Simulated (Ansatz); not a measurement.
Runs of Ansatz 0.2.0 on Au. It takes space group Fm-3m (No. 225, cubic). The conventional cell has a = 4.070 Å, b = 4.070 Å, c = 4.070 Å, α = 90.00°, β = 90.00°, γ = 90.00°. Around Au (site symmetry m-3m) lie 12 Au at 2.88 Å. 

```tsv
task	potentials or basis	spin	cell	k mesh	cutoff (eV)	pressure (GPa)
relaxation of cell and atoms	all-electron LAPW, scalar-relativistic	off	relaxed	11 × 11 × 11	-	0.0
band structure	all-electron LAPW, relativistic spinors	SOC, no magnetisation	as given	8 × 8 × 8	249	1.3
band structure	all-electron LAPW, scalar-relativistic	off	as given	8 × 8 × 8	249	(a)
relaxation of cell and atoms	all-electron LAPW, scalar-relativistic	off	relaxed to 20 GPa	11 × 11 × 11	-	20.0
relaxation of cell and atoms	all-electron LAPW, scalar-relativistic	off	relaxed to 5 GPa	11 × 11 × 11	-	5.0
relaxation of cell and atoms	all-electron LAPW, scalar-relativistic	off	relaxed to 30 GPa	11 × 11 × 11	-	30.0
relaxation of cell and atoms	all-electron LAPW, scalar-relativistic	off	relaxed to 10 GPa	11 × 11 × 11	-	10.0
```

Alike in all rows: level PBEsol; smearing fermi-dirac 0.05 eV; basis error allowed 0.001 eV/atom.

Problem. Estimate the missing entries.

Solution. (a) 2.7.

Caveats: the k mesh is thin for a metal, which can move the energy by tens of meV per atom (some runs).
